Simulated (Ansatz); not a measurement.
# In2GaAs3 (P1) in Ansatz: convergence with n extra bands

Aim: find how far n extra bands must go before the results for In2GaAs3 settle, at PBEsol. This setting moves, with any that are tied to it; all else stays.

All numbers are computed with Ansatz 0.2.0; they aren't measurements. Logs are shortened: lines on timing, memory, paths and dates and some standing lists are left out, and cuts for length are marked.

### Step 1. The cell of the first run

The typed cell holds 6 atoms: a = 9.552 Å, b = 9.552 Å, c = 9.552 Å, α = 154.11°, β = 154.11°, γ = 36.95°.

The cell comes from a database or a generator and needn't be the stable form of this composition.

The cell isn't the ideal one: atoms moved at random, drawn with an rms of 0.05 Å.

### Step 2. With n extra bands 1

File input.yaml:

```yaml
crystal:
  lattice:
    - [-2.140184, 2.140184, 9.060064]
    - [2.140184, -2.140184, 9.060064]
    - [2.140184, 2.140184, -9.060064]
  atoms:
    - { symbol: In, position: [0.676506, 0.649795, -0.005703] }
    - { symbol: In, position: [0.338585, 0.335215, 0.0033] }
    - { symbol: As, position: [0.930558, 0.420605, 0.50175] }
    - { symbol: As, position: [0.577377, 0.067478, 0.502059] }
    - { symbol: As, position: [0.2489, 0.761864, 0.50642] }
    - { symbol: Ga, position: [0.007425, 0.007551, 0.01133] }
hamiltonian:
  xc: pbesol
  pseudopotentials: { kind: paw }
kpoints:
  mp_grid: { grid: [5, 5, 6] }
scf:
  occupations: { method: methfessel_paxton, width: 0.05 }
  n_extra_bands: 1
output:
  forces: true
  stress: true
  eigenvalues: true
```

Potentials or basis: Ansatz PAW.

On the command line:

```bash
> ansatz run input.yaml --threads 2 --pin off --max-ram 5632MiB --backend cpu --events-out ev --progress --plain --runs-dir out
```

Run time: 10 s. Hardware: 2 threads of AMD EPYC 9R45 (Zen 5), shared host; peak memory 0.75 GiB.

What came out:

| Property | Result |
| --- | --- |
| Free energy | -29234.2260 eV |
| Pressure | -2.5 GPa |
| Largest force | 0.930 eV/Å |
| Band gap on the k mesh | 0.10 eV, direct |

### Step 3. With n extra bands 2

input.yaml: that of step 2 with these lines changed.

```diff
@@ -19,3 +19,3 @@
   occupations: { method: methfessel_paxton, width: 0.05 }
-  n_extra_bands: 1
+  n_extra_bands: 2
 output:
```

Potentials or basis: Ansatz PAW.

On the command line:

```bash
> ansatz run input.yaml --threads 2 --pin off --max-ram 5632MiB --backend cpu --events-out ev --progress --plain --runs-dir out
```

Wall time 8.7 s (2 threads of AMD EPYC 9R45 (Zen 5), shared host); peak memory 0.74 GiB.

Results:

```
Free energy            : -29234.2260 eV
Pressure               : -2.5 GPa
Largest force          : 0.930 eV/Å
Band gap on the k mesh : 0.10 eV, direct
```

### Step 4. With n extra bands 4

input.yaml: that of step 3 with these lines changed.

```diff
@@ -19,3 +19,3 @@
   occupations: { method: methfessel_paxton, width: 0.05 }
-  n_extra_bands: 2
+  n_extra_bands: 4
 output:
```

On the command line:

```bash
> ansatz run input.yaml --threads 2 --pin off --max-ram 5632MiB --backend cpu --events-out ev --progress --plain --runs-dir out
```

Run time: 8.6 s. Hardware: 2 threads of AMD EPYC 9R45 (Zen 5), shared host; peak memory 0.75 GiB.

What came out:

| Quantity | Value |
| --- | --- |
| Free energy | -29234.2260 eV |
| Pressure | -2.5 GPa |
| Largest force | 0.930 eV/Å |
| Band gap on the k mesh | 0.10 eV, direct |

### Step 5. With n extra bands 8

input.yaml: that of step 4 with these lines changed.

```diff
@@ -19,3 +19,3 @@
   occupations: { method: methfessel_paxton, width: 0.05 }
-  n_extra_bands: 4
+  n_extra_bands: 8
 output:
```

On the command line:

```bash
> ansatz run input.yaml --threads 2 --pin off --max-ram 5632MiB --backend cpu --events-out ev --progress --plain --runs-dir out
```

Run time: 9.1 s. Hardware: 2 threads of AMD EPYC 9R45 (Zen 5), shared host; peak memory 0.77 GiB.

It converged, with:

```yaml
Free_energy: -29234.2260 eV
Pressure: -2.5 GPa
Largest_force: 0.930 eV/Å
Band_gap_on_the_k_mesh: 0.10 eV, direct
```

### Step 6. With n extra bands 16

input.yaml: that of step 5 with these lines changed.

```diff
@@ -19,3 +19,3 @@
   occupations: { method: methfessel_paxton, width: 0.05 }
-  n_extra_bands: 8
+  n_extra_bands: 16
 output:
```

Potentials or basis: Ansatz PAW.

On the command line:

```bash
> ansatz run input.yaml --threads 2 --pin off --max-ram 5632MiB --backend cpu --events-out ev --progress --plain --runs-dir out
```

Wall time 10 s (2 threads of AMD EPYC 9R45 (Zen 5), shared host); peak memory 0.85 GiB.

It converged, with:

* Free energy: -29234.2260 eV
* Pressure: -2.5 GPa
* Largest force: 0.930 eV/Å
* Band gap on the k mesh: 0.10 eV, direct

### Step 7. With n extra bands 32

input.yaml: that of step 6 with these lines changed.

```diff
@@ -19,3 +19,3 @@
   occupations: { method: methfessel_paxton, width: 0.05 }
-  n_extra_bands: 16
+  n_extra_bands: 32
 output:
```

Potentials or basis: Ansatz PAW.

On the command line:

```bash
> ansatz run input.yaml --threads 2 --pin off --max-ram 5632MiB --backend cpu --events-out ev --progress --plain --runs-dir out
```

What it wrote:

```text
Warning: RAYON_NUM_THREADS=2 ignored (pool sized by the plan → 2); use --threads N
basis.fft_grid_basis auto: the FFT boxes are laid along the combinations [[1, 0, 1], [0, 1, 1], [0, 0, 1]] of the cell's own vectors, 4.280, 4.280 and 9.552 Å long. The dense box has 30×30×64 points. Along the cell's own vectors, as sized, it would have 64×64×64, 4.55 times as many. basis.fft_grid_basis: typed keeps the cell's own vectors: state it where this run's energies or levels are differenced outside the engine with another run's, or held beside a run that keeps those vectors.
scf.n_extra_bands = 32 over 42 filled bands (N_el = 84.0): the run solves 74 bands
Engine: ansatz 0.2.0, x86_64-unknown-linux-gnu
Pseudopotentials: kind: paw
Pseudopotential: In, paw, valence charge 13, recommended cutoff 420 eV (normal), In.paw.azcp
Pseudopotential: As, paw, valence charge 15, recommended cutoff 420 eV (normal), As.paw.azcp
Pseudopotential: Ga, paw, valence charge 13, recommended cutoff 420 eV (normal), Ga.paw.azcp
Functional definition: PBEsol
  exchange = pbesol_x
  correlation = pbesol_c
Crystal: 6 atoms, lattice volume = 165.994 Å³
Basis set: ecut = 420 eV, 3223 PW (Γ), FFT grids on a1+a3, a2+a3, a3, exchange–correlation on 60×60×128 points (8 copies of the dense FFT grid, shifted against one another)
Bands: 74, of which v1, the nominal top of the filled ones, is band 42 counted from 1 (41 counted from 0)
Symmetry: 1 space group operations
Space group: P1 (ITA 1), of the structure as read, at distance tolerance 5.5e-5 Å
k-points: 76 of 150 (time reversal used)
Non-local potential: In, projectors of the file, l = 0: 2, l = 1: 2, l = 2: 2, l = 3: 2
Non-local potential: As, projectors of the file, l = 0: 2, l = 1: 2, l = 2: 3, l = 3: 1
Non-local potential: Ga, projectors of the file, l = 0: 2, l = 1: 2, l = 2: 3, l = 3: 1
PAW form: soft (Blöchl's): semilocal exchange-correlation on the pseudo side does not see the compensation charge
PAW frozen core: In, regenerated for the run's functional, and the local potential with it (the file was generated under x = pbe(κ = 0.804, μ = 0.2195149727645171), c = pbe(β = 0.06672455060314922))
PAW frozen core: As, regenerated for the run's functional, and the local potential with it (the file was generated under x = pbe(κ = 0.804, μ = 0.2195149727645171), c = pbe(β = 0.06672455060314922))
[... 27 lines left out ...]
--- Per-component energies (eV) ---
  E_band       = -1008.843750
  E_kinetic    = 908.504768
  E_local      = -10822.422105  (includes V_loc(G=0)·N_el)
  E_nonlocal   = -842.040066
  E_hartree    = 5282.573199
  E_xc         = -728.725784
  E_vxc        = -492.007622  (∫ρ·V_xc dr)
  E_paw        = -15497.940453  (= ΣΔE_a)
  E_vpaw       = -326.015216  (= ΣTr[D̂ρ^β])
  E_aug_tail   = -0.000037  (compensation charges beyond the density's cutoff)
  E_ewald      = -7538.409692
  E_core_change = 4.234069  (= ΣΔE_core)
  E_smearing   = 0.000132  (= −TS)
  E_closure    = -0.000000  (closes the sum)
  Σ components = -29234.225970   (vs F -29234.225970, Δ=0.00e0)
--- Forces (eV/Å), atoms counted from 1 ---
  atom   1  In     0.23598048    -0.37544726    -0.57979810
  atom   2  In     0.30209363     0.03196670     0.61492543
  atom   3  As     0.24291594    -0.06183476    -0.07642340
  atom   4  As    -0.19002688    -0.00425625     0.91036097
  atom   5  As    -0.40844334     0.41092760    -0.33390783
  atom   6  Ga    -0.18252063    -0.00135391    -0.53516734
  max |Σ_I F_I| component: 1.03e-5 eV/Å
--- Stress (GPa, compression-positive) ---
       -2.926722       0.050246       0.391397
        0.050246      -2.293371       0.330814
        0.391397       0.330814      -2.425949
  P = ⅓ Tr σ = -2.5487 GPa (-25.487 kbar)
--- Band table (eV; the first three rows and the last of 76) ---
  k-point 0: bands = ["-28.0713", "-28.0697", "-28.0621", "-28.0601", "-28.0571", "-28.0567", "-28.0565", "-28.0391", "-28.0367", "-28.0343", "-27.9545", "-27.9518", "-27.9462", "-27.9415", "-27.9409", "-7.7729", "-7.7254", "-7.7141", "-7.6942", "-7.6551", "-7.3875", "-7.2858", "-7.2379", "-7.2321", "-7.1863", "-7.1842", "-7.1565", "-7.1442", "-7.1429", "-7.1278", "-4.7792", "-3.7022", "-3.2966", "2.1161", "2.2364", "4.7666", "4.9464", "5.3004", "5.3035", "6.4600", "6.8844", "7.0021", "7.0995", "8.5435", "8.7805", "9.1630", "9.7930", "10.7668", "10.8365", "10.8699", "13.8025", "14.0012", "14.0843", "14.1639", "14.5038", "14.5212", "14.9102", "16.5255", "16.8317", "17.4330", "17.4840", "17.5572", "17.6503", "18.4353", "18.8545", "19.2305", "19.8783", "20.7267", "20.7342", "20.8837", "20.9269", "21.0501", "21.5075", "21.5095"]
  k-point 1: bands = ["-28.0712", "-28.0698", "-28.0621", "-28.0600", "-28.0570", "-28.0567", "-28.0566", "-28.0391", "-28.0367", "-28.0341", "-27.9545", "-27.9516", "-27.9463", "-27.9415", "-27.9408", "-7.7670", "-7.7309", "-7.7169", "-7.6902", "-7.6580", "-7.3868", "-7.2727", "-7.2502", "-7.2278", "-7.2037", "-7.1938", "-7.1504", "-7.1477", "-7.1373", "-7.1338", "-4.4294", "-3.4883", "-3.1545", "1.7499", "1.8679", "3.9752", "4.3046", "4.6215", "5.1932", "5.3296", "6.2118", "6.3322", "9.0010", "9.7377", "9.7840", "10.1095", "10.2866", "10.5875", "11.6453", "11.8612", "12.0062", "12.3415", "13.9149", "14.0458", "14.4285", "15.1233", "15.5533", "16.0924", "17.0416", "17.3134", "17.4306", "18.2593", "18.3621", "18.6811", "18.9369", "19.0685", "19.3410", "19.4371", "19.8307", "20.3585", "21.8595", "22.0303", "22.7080", "22.8896"]
  k-point 2: bands = ["-28.0711", "-28.0699", "-28.0619", "-28.0599", "-28.0568", "-28.0567", "-28.0566", "-28.0392", "-28.0367", "-28.0339", "-27.9545", "-27.9514", "-27.9463", "-27.9416", "-27.9406", "-7.7648", "-7.7449", "-7.7063", "-7.6846", "-7.6642", "-7.4208", "-7.2688", "-7.2461", "-7.2181", "-7.1985", "-7.1899", "-7.1657", "-7.1556", "-7.1299", "-7.1258", "-3.5403", "-3.0579", "-2.9079", "0.9678", "1.5710", "2.2287", "3.6698", "3.7737", "5.0418", "5.1694", "5.3311", "5.6243", "8.6972", "9.0575", "9.1968", "9.5210", "11.9623", "12.0583", "13.0632", "13.4133", "13.6002", "13.7949", "14.0216", "14.2464", "14.3306", "14.4971", "14.7820", "15.9673", "16.4149", "17.8950", "18.9286", "19.5178", "19.6797", "19.9400", "20.4259", "20.8363", "20.8986", "21.1510", "21.2688", "21.5583", "21.5747", "21.7805", "22.0503", "22.4496"]
  k-point 75: bands = ["-28.0711", "-28.0699", "-28.0619", "-28.0599", "-28.0568", "-28.0568", "-28.0567", "-28.0392", "-28.0367", "-28.0339", "-27.9546", "-27.9514", "-27.9463", "-27.9416", "-27.9407", "-7.7613", "-7.7449", "-7.7135", "-7.6844", "-7.6626", "-7.4111", "-7.2637", "-7.2503", "-7.2222", "-7.2042", "-7.1955", "-7.1614", "-7.1501", "-7.1313", "-7.1291", "-3.7028", "-3.1997", "-2.9835", "1.1772", "1.5510", "2.4780", "3.8371", "4.0835", "5.0668", "5.1897", "5.4674", "5.8069", "9.0868", "9.2553", "9.3903", "9.8609", "11.2591", "11.8156", "12.5607", "12.7635", "12.9586", "13.5102", "13.7060", "13.9319", "14.6130", "14.9517", "15.3431", "16.0368", "16.9251", "17.7125", "18.0325", "18.2834", "18.6791", "19.3536", "19.7245", "20.2006", "20.6773", "21.2909", "21.4298", "21.6767", "21.8493", "21.9636", "22.3373", "22.3740"]
```

Wall time 13 s (2 threads of AMD EPYC 9R45 (Zen 5), shared host); peak memory 0.99 GiB.

Results:

| Quantity | Value |
| --- | --- |
| Free energy | -29234.2260 eV |
| Pressure | -2.5 GPa |
| Largest force | 0.930 eV/Å |
| Band gap on the k mesh | 0.10 eV, direct |

### Step 8. The series at a glance

| n extra bands | energy less the tightest run, at zero smearing (meV/atom) | SCF cycles | CPU time (s) | peak memory (GiB) |
| --- | --- | --- | --- | --- |
| 1 | 0.00 | 8 | 19 | 0.75 |
| 2 | 0.00 | 8 | 17 | 0.74 |
| 4 | 0.00 | 8 | 17 | 0.75 |
| 8 | 0.00 | 8 | 18 | 0.77 |
| 16 | 0.00 | 8 | 20 | 0.85 |
| 32 | 0.00 | 8 | 26 | 0.99 |

Against the tightest run, the energy stays within 1 meV/atom from 1 on. The tightest run that finished is the yardstick and may itself not be fully converged.

Caveats: odd divisions of the mesh miss points on the zone boundary, where band edges often lie, so the gap on the mesh can be too wide; spin-orbit coupling is left out, which moves the levels of the heavy elements; the PAW data sets come from PBE, with cores solved anew for the run's functional, which leaves a small shift of forces and pressure.
